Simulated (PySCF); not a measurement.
Species: ethylene glycol, C2H6O2.
Atom-mapped SMILES: `[OH:1][CH2:2][CH2:3][OH:4]` (hydrogens: H5 on O1; H6, H7 on C2; H8, H9 on C3; H10 on O4)

Computed with PySCF at wB97X-D/pcSseg-2, non-relativistic, on one gas-phase PBE0-D3(BJ)/def2-TZVP geometry that isn't relaxed in the solvent. The solvent is an IEF-PCM continuum (Bondi radii, 1.10 Å for H, scaled by 1.2). The model holds no explicit solvent molecules, cavitation or dispersion.

Gas phase at wB97X-D/pcSseg-2: HOMO -9.74 eV, LUMO 2.10 eV, dipole 2.54 D.

Q: What does the continuum do to the energy, the frontier levels and the dipole at wB97X-D/pcSseg-2 in chloroform?

A: 
```
   solvent      ε  E(solvent) − E(gas) (kJ/mol)  polarisation term (kJ/mol)  distortion of the solute (kJ/mol)  HOMO (eV)  LUMO (eV)  dipole (D)
chloroform  4.711                        -21.40                      -23.36                               1.96      -9.82       2.42        2.97
```

Polarisation term: ½ Σ q·V over the induced surface charges. Distortion: the rise of the solute's own energy as its density leaves the gas-phase optimum.

Q: Which radius a makes the point-dipole formula ΔE = −[(ε − 1)/(2ε + 1)]·μ²/a³ give the value in chloroform, with the gas-phase dipole?

A: μ = 0.998 au and |ΔE| = 0.00815 Eh give a = 1.86 Å; the farthest nucleus lies 2.25 Å from the centroid of the nuclei, so such a sphere wouldn't even hold the nuclei. The formula assumes a rigid point dipole at the centre of a sphere.

The run took 18 s wall on an Arm Neoverse V2 with one thread, shared host with 96 logical CPUs at a one-minute load of 22, and the process peaked at 1.1 GiB of memory. This is the whole shielding run at wB97X-D/pcSseg-2 in chloroform, SCF included.

Conformer computed: `[OH:1][CH2:2][CH2:3][OH:4]`: O1–C2–C3–O4 61°, H–O1–C2–C3 -166°, H–O4–C3–C2 -51°.

Note: wB97X-D ran without an empirical dispersion term, which enters the total energy and its gradient alone.
